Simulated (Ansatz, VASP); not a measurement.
**One calculation of Si2W, two programs**

```
CELL_PARAMETERS angstrom
4.61685 0.00000 0.00000
-2.30843 3.99831 0.00000
0.00000 0.00000 6.65322
ATOMIC_POSITIONS crystal
W 0.50000 0.00000 0.50000
W 0.50000 0.50000 0.83333
W 0.00000 0.50000 0.16667
Si 0.32725 0.16363 0.16667
Si 0.83637 0.16363 0.83333
Si 0.16363 0.32725 0.50000
Si 0.67275 0.83637 0.16667
Si 0.16363 0.83637 0.83333
Si 0.83637 0.67275 0.50000
```

Measurements of this composition are mostly on another form, of space group No. 139.

Alike in both runs: task single point; functional PBEsol; k mesh 7 × 7 × 4; occupations fermi-dirac, width 0.05 eV; no spin polarisation.

```csv
,VASP,Ansatz
version,VASP 6.6.1,Ansatz 0.2.0
potentials or method,"VASP PAW PBE potentials, release 64 (W_sv, Si)",Ansatz PAW
plane-wave cutoff (eV),520,420
valence electrons in the cell,66,66
```

|  | VASP | Ansatz | Ansatz less VASP |
| --- | --- | --- | --- |
| gap on the k mesh at the Fermi level (eV) | 0.22 | 0.22 | 0.000 |
| least direct gap on the mesh (eV) | 0.68 | 0.67 | -0.002 |
| pressure (GPa) | -5.3 | -5.6 | -0.31 |
| largest component of the traceless stress (GPa) | 0.07 | 0.11 | +0.040 |
| rms of the force components (eV/Å) | 0.016 | 0.017 | +0.0010 |

Atom by atom the forces differ by 0.001 eV/Å (rms over components).

Caveats: spin-orbit coupling is left out, which moves the levels of the heavy elements; the PAW data sets were made with another functional, which shifts forces and pressure a little (VASP); an odd mesh through Γ misses points on the zone boundary, where band edges often lie (VASP); odd divisions of the mesh miss points on the zone boundary, where band edges often lie, so the gap on the mesh can be too wide (Ansatz); the PAW data sets come from PBE, with cores solved anew for the run's functional, which leaves a small shift of forces and pressure (Ansatz).
